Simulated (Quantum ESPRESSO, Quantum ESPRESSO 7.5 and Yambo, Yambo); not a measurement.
## Quasiparticle gap of CuI (Marshite) in Yambo

How does a plane-wave GW calculation on CuI (Marshite) run from the first input to the gap?

Calculated with Quantum ESPRESSO 7.5 and Yambo 5.3.0; PBE and many-body steps on it, plane waves.

The database entry behind the starting cell differs from later determinations by our own check (about 0.15 % long (mineral sample)), so it need not match the best structure at ambient conditions.

In doubt: a PseudoDojo file used here is known to give poor structures and forces, which bears on pressures, cells, forces and phonons.

### Step 1. The structure

It takes space group F-43m (No. 216, cubic). Conventional cell: a = 6.063 Å, b = 6.063 Å, c = 6.063 Å, α = 90.00°, β = 90.00°, γ = 90.00°. Nearest to Cu lie 4 I at 2.63 Å. I has 4 Cu at 2.63 Å nearest. Farther neighbours and most contacts between anions are not listed.

Structure file:

```cif
data_structure
_symmetry_space_group_name_H-M 'F-43m'
_symmetry_Int_Tables_number 216
_cell_length_a 6.0630
_cell_length_b 6.0630
_cell_length_c 6.0630
_cell_angle_alpha 90.000
_cell_angle_beta 90.000
_cell_angle_gamma 90.000
_cell_volume 222.88
loop_
_atom_site_label
_atom_site_type_symbol
_atom_site_symmetry_multiplicity
_atom_site_Wyckoff_symbol
_atom_site_fract_x
_atom_site_fract_y
_atom_site_fract_z
_atom_site_occupancy
Cu1 Cu 4 d 0.25000 0.25000 0.75000 1
I1 I 4 a 0.00000 0.00000 0.00000 1
```

The cell and positions come from the Crystallography Open Database and are kept as given unless a step says otherwise. Spin-orbit coupling is left out unless a step names it.

### Step 2. Ground state

This step: Quantum ESPRESSO 7.5; DFT, PBE, plane waves, norm-conserving pseudopotentials.

The ground-state density comes first.

The input, pw.in:

```
&control
  calculation = 'scf'
  prefix = 'x'
  outdir = 'o'
  pseudo_dir = 'pseudo'
/
&system
  ibrav = 0
  nat = 2
  ntyp = 2
  ecutwfc = 84.0
  nbnd = 27
  force_symmorphic = .true.
/
&electrons
  conv_thr = 1e-10
  electron_maxstep = 80
  mixing_beta = 0.5
/
ATOMIC_SPECIES
  Cu 63.546 Cu.upf
  I 126.9 I.upf
CELL_PARAMETERS angstrom
  0.0000000000 3.0315000000 3.0315000000
  3.0315000000 -0.0000000000 3.0315000000
  3.0315000000 3.0315000000 0.0000000000
ATOMIC_POSITIONS crystal
  Cu 0.2500000000 0.2500000000 0.2500000000
  I 0.0000000000 0.0000000000 0.0000000000
K_POINTS automatic
  6 6 6 0 0 0
```

Command:

```
$ OMP_NUM_THREADS=1 mpirun -n 4 pw.x -nk 4 -in pw.in > pw.out
```

Output:

```text
Program PWSCF v.7.5 starts

     This program is part of the open-source Quantum ESPRESSO suite
     for quantum simulation of materials; please cite
         "P. Giannozzi et al., J. Phys.:Condens. Matter 21 395502 (2009);
         "P. Giannozzi et al., J. Phys.:Condens. Matter 29 465901 (2017);
         "P. Giannozzi et al., J. Chem. Phys. 152 154105 (2020);
     in publications or presentations arising from this work. More details at
     Message from routine setup:
     using ibrav=0 with symmetry is DISCOURAGED, use correct ibrav instead

     G-vector sticks info

     bravais-lattice index     =            0
     lattice parameter (alat)  =       8.1016  a.u.
     unit-cell volume          =     376.0099 (a.u.)^3
     number of atoms/cell      =            2
     number of atomic types    =            2
     number of electrons       =        44.00
     number of Kohn-Sham states=           27
     kinetic-energy cutoff     =      84.0000  Ry
     charge density cutoff     =     336.0000  Ry
     scf convergence threshold =      1.0E-10
     mixing beta               =       0.5000
     number of iterations used =            8  plain     mixing
     Exchange-correlation= PBE
                           (   1   4   3   4   0   0   0)

     celldm(1)=   8.101612  celldm(2)=   0.000000  celldm(3)=   0.000000
     celldm(4)=   0.000000  celldm(5)=   0.000000  celldm(6)=   0.000000

     crystal axes: (cart. coord. in units of alat)
               a(1) = (   0.000000   0.707107   0.707107 )
               a(2) = (   0.707107  -0.000000   0.707107 )
               a(3) = (   0.707107   0.707107   0.000000 )

     reciprocal axes: (cart. coord. in units 2 pi/alat)
               b(1) = ( -0.707107  0.707107  0.707107 )
               b(2) = (  0.707107 -0.707107  0.707107 )
               b(3) = (  0.707107  0.707107 -0.707107 )
     Pseudo is Norm-conserving + core correction, Zval = 19.0
     Generated using ONCVPSP code by D. R. Hamann
     Using radial grid of 1492 points,  6 beta functions with:
     Pseudo is Norm-conserving + core correction, Zval = 25.0
     Generated using ONCVPSP code by D. R. Hamann
     Using radial grid of 1188 points,  8 beta functions with:
     Cu               19.00    63.54600     Cu( 1.00)
     I                25.00   126.90000     I ( 1.00)

     24 Sym. Ops. (no inversion) found

   Cartesian axes

     site n.     atom                  positions (alat units)
         1        Cu     tau(   1) = (   0.3535534   0.3535534   0.3535534  )
         2        I      tau(   2) = (   0.0000000   0.0000000   0.0000000  )

     number of k points=    16
                       cart. coord. in units 2pi/alat
        k(    1) = (   0.0000000   0.0000000   0.0000000), wk =   0.0092593
        k(    2) = (   0.1178511   0.1178511  -0.1178511), wk =   0.0740741
        k(    3) = (   0.2357023   0.2357023  -0.2357023), wk =   0.0740741
        k(    4) = (  -0.3535534  -0.3535534   0.3535534), wk =   0.0370370
        k(    5) = (   0.2357023   0.0000000  -0.0000000), wk =   0.0555556
        k(    6) = (   0.3535534   0.1178511  -0.1178511), wk =   0.2222222
        k(    7) = (  -0.2357023  -0.4714045   0.4714045), wk =   0.2222222
        k(    8) = (  -0.1178511  -0.3535534   0.3535534), wk =   0.2222222
        k(    9) = (   0.0000000  -0.2357023   0.2357023), wk =   0.1111111
        k(   10) = (   0.4714045   0.0000000  -0.0000000), wk =   0.0555556
     [... 4 further rows ...]
        k(   15) = (  -0.1178511  -0.3535534   0.5892557), wk =   0.2222222
        k(   16) = (  -0.7071068   0.2357023   0.0000000), wk =   0.1111111

     Dense  grid:    39189 G-vectors     FFT dimensions: (  48,  48,  48)

     Initial potential from superposition of free atoms

     starting charge      43.9996, renormalised to      44.0000
     Starting wfcs are   23 randomized atomic wfcs +    4 random wfcs

     per-process dynamical memory:    34.5 Mb

     Self-consistent Calculation

     iteration #  1     ecut=    84.00 Ry     beta= 0.50

     Threshold (ethr) on eigenvalues was too large:
     Diagonalizing with lowered threshold

     total energy              =   -1004.64241301 Ry
     estimated scf accuracy    <       0.07425751 Ry

     iteration #  2     ecut=    84.00 Ry     beta= 0.50

     total energy              =   -1004.66553308 Ry
     estimated scf accuracy    <       0.06640166 Ry

     iteration #  3     ecut=    84.00 Ry     beta= 0.50

     total energy              =   -1004.67483485 Ry
     estimated scf accuracy    <       0.00140042 Ry

     iteration #  4     ecut=    84.00 Ry     beta= 0.50

     total energy              =   -1004.67512242 Ry
     estimated scf accuracy    <       0.00084776 Ry

     iteration #  5     ecut=    84.00 Ry     beta= 0.50

     total energy              =   -1004.67526120 Ry
     estimated scf accuracy    <       0.00000621 Ry

     iteration #  6     ecut=    84.00 Ry     beta= 0.50

     total energy              =   -1004.67525988 Ry
     estimated scf accuracy    <       0.00001651 Ry

     iteration #  7     ecut=    84.00 Ry     beta= 0.50

     total energy              =   -1004.67526477 Ry
     estimated scf accuracy    <       0.00000369 Ry

     iteration #  8     ecut=    84.00 Ry     beta= 0.50

     total energy              =   -1004.67526522 Ry
     estimated scf accuracy    <       0.00000010 Ry

     iteration #  9     ecut=    84.00 Ry     beta= 0.50

     total energy              =   -1004.67526523 Ry
     estimated scf accuracy    <          8.7E-09 Ry

     iteration # 10     ecut=    84.00 Ry     beta= 0.50

     total energy              =   -1004.67526523 Ry
     estimated scf accuracy    <          8.6E-09 Ry

     iteration # 11     ecut=    84.00 Ry     beta= 0.50

     End of self-consistent calculation

          k = 0.0000 0.0000 0.0000 (  4909 PWs)   bands (ev):

  -167.0560-113.9829-113.9829-113.9829-102.3482 -59.7749 -59.7749 -59.7749
   -36.5976 -36.5976 -36.5952 -36.5952 -36.5952  -4.8943   5.5003   5.5003
     5.5003   7.3186   7.3186   9.1591   9.1591   9.1591  10.2556  14.0271
    14.0271  14.0271  17.2831

          k = 0.1179 0.1179-0.1179 (  4870 PWs)   bands (ev):

  -167.0560-113.9828-113.9828-113.9828-102.3482 -59.7748 -59.7748 -59.7748
   -36.5942 -36.5942 -36.5936 -36.5874 -36.5874  -4.7695   4.9894   5.5088
     5.5088   7.3098   7.3098   8.2966   8.9664   8.9664  11.1872  14.0221
    14.3750  14.3750  17.9718

          k = 0.2357 0.2357-0.2357 (  4879 PWs)   bands (ev):

  -167.0560-113.9828-113.9828-113.9828-102.3482 -59.7748 -59.7748 -59.7748
   -36.5953 -36.5953 -36.5926 -36.5874 -36.5874  -4.4958   4.0114   5.5190
     5.5190   7.3210   7.3210   7.6146   8.6206   8.6206  11.3723  14.6367
    14.6367  15.5573  17.7768

          k =-0.3536-0.3536 0.3536 (  4910 PWs)   bands (ev):

     [... further k-points ...]

     highest occupied, lowest unoccupied level (ev):     9.1591   10.2556

!    total energy              =   -1004.67526523 Ry
     estimated scf accuracy    <          2.5E-12 Ry

     The total energy is the sum of the following terms:
     one-electron contribution =    -810.28903411 Ry
     hartree contribution      =     392.75897309 Ry
     xc contribution           =    -126.08869929 Ry
     ewald contribution        =    -461.05650492 Ry

     convergence has been achieved in  11 iterations

     XML data file, charge density, pseudopotentials, collected wavefunctions

=------------------------------------------------------------------------------=
   JOB DONE.
=------------------------------------------------------------------------------=
```

It took 12 s on 4 MPI ranks of Arm Neoverse V1, shared host; peak memory 0.33 GiB; 47 s of CPU time.

This step gave:

- total energy: -13669.3033 eV
- gap: 1.096 eV
- k of the valence top: 0, 0, 0
- k of the conduction bottom: 0, 0, 0
- least direct gap: 1.096 eV

The gap is direct, at Γ.

### Step 3. Bands along the symmetry lines

The cheap functional maps the bands first; the places of the edges decide which points the dearer methods must see.

The input, pw.in:

```
&control
  calculation = 'bands'
  prefix = 'x'
  outdir = 'o'
  pseudo_dir = 'pseudo'
/
&system
  ibrav = 0
  nat = 2
  ntyp = 2
  ecutwfc = 84.0
  nbnd = 28
  force_symmorphic = .true.
/
&electrons
  conv_thr = 1e-9
  electron_maxstep = 80
  diago_full_acc = .true.
  diago_thr_init = 5e-6
/
ATOMIC_SPECIES
  Cu 63.546 Cu.upf
  I 126.9 I.upf
CELL_PARAMETERS angstrom
  0.0000000000 3.0315000000 3.0315000000
  3.0315000000 -0.0000000000 3.0315000000
  3.0315000000 3.0315000000 0.0000000000
ATOMIC_POSITIONS crystal
  Cu 0.2500000000 0.2500000000 0.2500000000
  I 0.0000000000 0.0000000000 0.0000000000
K_POINTS crystal
  50
  0.00000000 0.00000000 0.00000000 1
  -0.06250000 -0.06250000 0.00000000 1
  -0.12500000 -0.12500000 0.00000000 1
  -0.18750000 -0.18750000 0.00000000 1
  -0.25000000 -0.25000000 0.00000000 1
  -0.31250000 -0.31250000 0.00000000 1
  -0.37500000 -0.37500000 0.00000000 1
  -0.43750000 -0.43750000 0.00000000 1
  -0.50000000 -0.50000000 0.00000000 1
  -0.48437500 -0.48437500 0.03125000 1
  -0.46875000 -0.46875000 0.06250000 1
  -0.45312500 -0.45312500 0.09375000 1
  -0.43750000 -0.43750000 0.12500000 1
  -0.42187500 -0.42187500 0.15625000 1
  -0.40625000 -0.40625000 0.18750000 1
  -0.39062500 -0.39062500 0.21875000 1
  -0.37500000 -0.37500000 0.25000000 1
  -0.37500000 0.00000000 0.37500000 1
  -0.32812500 0.00000000 0.32812500 1
  -0.28125000 0.00000000 0.28125000 1
  -0.23437500 0.00000000 0.23437500 1
  -0.18750000 0.00000000 0.18750000 1
  -0.14062500 0.00000000 0.14062500 1
  -0.09375000 0.00000000 0.09375000 1
  -0.04687500 0.00000000 0.04687500 1
  0.00000000 0.00000000 0.00000000 1
  0.00000000 0.00000000 0.06250000 1
  0.00000000 0.00000000 0.12500000 1
  0.00000000 0.00000000 0.18750000 1
  0.00000000 0.00000000 0.25000000 1
  0.00000000 0.00000000 0.31250000 1
  0.00000000 0.00000000 0.37500000 1
  0.00000000 0.00000000 0.43750000 1
  -0.00000000 0.00000000 0.50000000 1
  -0.06250000 -0.03125000 0.46875000 1
  -0.12500000 -0.06250000 0.43750000 1
  -0.18750000 -0.09375000 0.40625000 1
  -0.25000000 -0.12500000 0.37500000 1
  -0.31250000 -0.15625000 0.34375000 1
  -0.37500000 -0.18750000 0.31250000 1
  -0.43750000 -0.21875000 0.28125000 1
  -0.50000000 -0.25000000 0.25000000 1
  -0.50000000 -0.28125000 0.21875000 1
  -0.50000000 -0.31250000 0.18750000 1
  -0.50000000 -0.34375000 0.15625000 1
  -0.50000000 -0.37500000 0.12500000 1
  -0.50000000 -0.40625000 0.09375000 1
  -0.50000000 -0.43750000 0.06250000 1
  -0.50000000 -0.46875000 0.03125000 1
  -0.50000000 -0.50000000 0.00000000 1
```

Output:

```text
[banner, memory and clock lines left out]
Program PWSCF v.7.5 starts

     Atomic positions and unit cell read from directory:
     o/x.save/

     Message from routine setup:
     using ibrav=0 with symmetry is DISCOURAGED, use correct ibrav instead

     G-vector sticks info

     bravais-lattice index     =            0
     lattice parameter (alat)  =       8.1016  a.u.
     unit-cell volume          =     376.0099 (a.u.)^3
     number of atoms/cell      =            2
     number of atomic types    =            2
     number of electrons       =        44.00
     number of Kohn-Sham states=           28
     kinetic-energy cutoff     =      84.0000  Ry
     charge density cutoff     =     336.0000  Ry
     Exchange-correlation= PBE
                           (   1   4   3   4   0   0   0)

     celldm(1)=   8.101612  celldm(2)=   0.000000  celldm(3)=   0.000000
     celldm(4)=   0.000000  celldm(5)=   0.000000  celldm(6)=   0.000000

     crystal axes: (cart. coord. in units of alat)
               a(1) = (   0.000000   0.707107   0.707107 )
               a(2) = (   0.707107  -0.000000   0.707107 )
               a(3) = (   0.707107   0.707107   0.000000 )

     reciprocal axes: (cart. coord. in units 2 pi/alat)
               b(1) = ( -0.707107  0.707107  0.707107 )
               b(2) = (  0.707107 -0.707107  0.707107 )
               b(3) = (  0.707107  0.707107 -0.707107 )
     Pseudo is Norm-conserving + core correction, Zval = 19.0
     Generated using ONCVPSP code by D. R. Hamann
     Using radial grid of 1492 points,  6 beta functions with:
     Pseudo is Norm-conserving + core correction, Zval = 25.0
     Generated using ONCVPSP code by D. R. Hamann
     Using radial grid of 1188 points,  8 beta functions with:
     Cu               19.00    63.54600     Cu( 1.00)
     I                25.00   126.90000     I ( 1.00)

     24 Sym. Ops. (no inversion) found

   Cartesian axes

     site n.     atom                  positions (alat units)
         1        Cu     tau(   1) = (   0.3535534   0.3535534   0.3535534  )
         2        I      tau(   2) = (   0.0000000   0.0000000   0.0000000  )

     number of k points=    50
                       cart. coord. in units 2pi/alat
        k(    1) = (   0.0000000   0.0000000   0.0000000), wk =   0.0400000
        k(    2) = (   0.0000000   0.0000000  -0.0883883), wk =   0.0400000
        k(    3) = (   0.0000000   0.0000000  -0.1767767), wk =   0.0400000
[...]
[... 38 further rows ...]
        k(   49) = (   0.0441942  -0.0000000  -0.7071068), wk =   0.0400000
        k(   50) = (   0.0000000   0.0000000  -0.7071068), wk =   0.0400000

     Dense  grid:    39189 G-vectors     FFT dimensions: (  48,  48,  48)

     The potential is recalculated from file :
     o/x.save/charge-density

     Starting wfcs are   23 randomized atomic wfcs +    5 random wfcs

     Band Structure Calculation

     End of band structure calculation

          k = 0.0000 0.0000 0.0000 (  4909 PWs)   bands (ev):

  -167.0560-113.9828-113.9828-113.9828-102.3482 -59.7749 -59.7749 -59.7749
   -36.5976 -36.5976 -36.5952 -36.5952 -36.5952  -4.8943   5.5003   5.5003
     5.5003   7.3186   7.3186   9.1591   9.1591   9.1591  10.2556  14.0271
    14.0271  14.0271  17.2832  18.8735

          k = 0.0000 0.0000-0.0884 (  4925 PWs)   bands (ev):

  -167.0560-113.9829-113.9829-113.9828-102.3482 -59.7750 -59.7750 -59.7749
   -36.5994 -36.5985 -36.5985 -36.5982 -36.5949  -4.8696   5.4099   5.4956
[...]
14.1755  14.1755  17.5784  18.1738

          k = 0.0000 0.0000-0.1768 (  4897 PWs)   bands (ev):

  -167.0560-113.9829-113.9829-113.9828-102.3482 -59.7749 -59.7749 -59.7748
[...]
14.5885  14.5885  17.0946  18.4674

          k =-0.0000 0.0000-0.2652 (  4905 PWs)   bands (ev):

[...]
k = 0.0000 0.0000-0.3536 (  4865 PWs)   bands (ev):

[...]
k = 0.0000-0.0000-0.4419 (  4897 PWs)   bands (ev):

[...]
k =-0.0000 0.0000-0.5303 (  4884 PWs)   bands (ev):

[...]
k = 0.0000-0.0000-0.6187 (  4888 PWs)   bands (ev):

[...]
k = 0.5303-0.0000-0.5303 (  4914 PWs)   bands (ev):

[...]
k = 0.0000 0.0000 0.0000 (  4909 PWs)   bands (ev):

[...]
k = 0.1326 0.0000-0.7071 (  4890 PWs)   bands (ev):

[...]
k = 0.0884-0.0000-0.7071 (  4884 PWs)   bands (ev):

[...]
k = 0.0442-0.0000-0.7071 (  4882 PWs)   bands (ev):

  -167.0560-113.9828-113.9828-113.9828-102.3482 -59.7749 -59.7748 -59.7748
[...]
18.1644  18.7147  18.9658  20.7298

          k = 0.0000 0.0000-0.7071 (  4880 PWs)   bands (ev):

  -167.0560-113.9828-113.9828-113.9828-102.3482 -59.7749 -59.7748 -59.7748
   -36.5931 -36.5931 -36.5925 -36.5916 -36.5867  -4.1574   3.5576   5.3813
     5.3814   7.2933   7.3713   7.4075   7.6717   7.6717  11.8621  12.0485
    18.3107  18.8995  18.8995  20.6969

     XML data file, pseudopotentials, collected wavefunctions
```

The job ended after 8.1 s (4 MPI ranks; peak memory 0.27 GiB; 32 s of CPU time).

This step gave:

```yaml
gap: 1.096 eV
k_of_the_valence_top: 0, 0, 0
k_of_the_conduction_bottom: 0, 0, 0
least_direct_gap: 1.096 eV
```

The gap is 1.096 eV, as in the run before at this level.

The electronic bands at the labelled points (eV, zero at the top of the highest filled band):

```tsv
point	band 19	band 20	band 21	band 22	band 23	band 24	band 25	band 26
Γ	-1.84	0.00	0.00	0.00	1.10	4.87	4.87	4.87
halfway	-1.80	-1.09	-0.87	-0.87	3.19	3.38	6.78	6.78
X	-1.79	-1.75	-1.49	-1.49	2.70	2.89	9.15	9.74
halfway	-1.79	-1.77	-1.48	-1.42	2.86	3.37	8.40	8.98
U	-1.81	-1.70	-1.50	-1.24	3.08	4.60	7.53	7.86
jump to K	-1.81	-1.70	-1.50	-1.24	3.08	4.60	7.53	7.86
halfway	-1.82	-1.33	-1.06	-0.39	3.07	4.98	5.56	5.64
Γ	-1.84	0.00	0.00	0.00	1.10	4.87	4.87	4.87
halfway	-1.85	-1.26	-0.37	-0.37	2.24	5.42	5.42	5.46
L	-1.81	-1.77	-0.71	-0.71	2.12	5.41	5.41	7.37
halfway	-1.83	-1.71	-1.29	-1.00	3.46	4.67	6.21	7.41
W	-1.89	-1.76	-1.59	-1.25	4.47	4.65	6.00	6.38
halfway	-1.86	-1.76	-1.54	-1.34	3.38	3.49	7.78	7.90
X	-1.79	-1.75	-1.49	-1.49	2.70	2.89	9.15	9.74
```

[end of part 1 of 3]

[Paths, hosts, dates, memory and timing lines, banners, echoed tables and standing remarks are left out of the program output.]

[Logs are printed without paths, hosts, clocks, repeated set-up lines and the standing remarks that a program may print on its own settings, such as how far it seeks lower states.]

[Runs of the session that timed out or met a known fault of the program may be left out.]

[Hosts, paths, dates, database ids (printed as entryN), source tags and the programs' standing remarks are cut or masked in the printed files.]
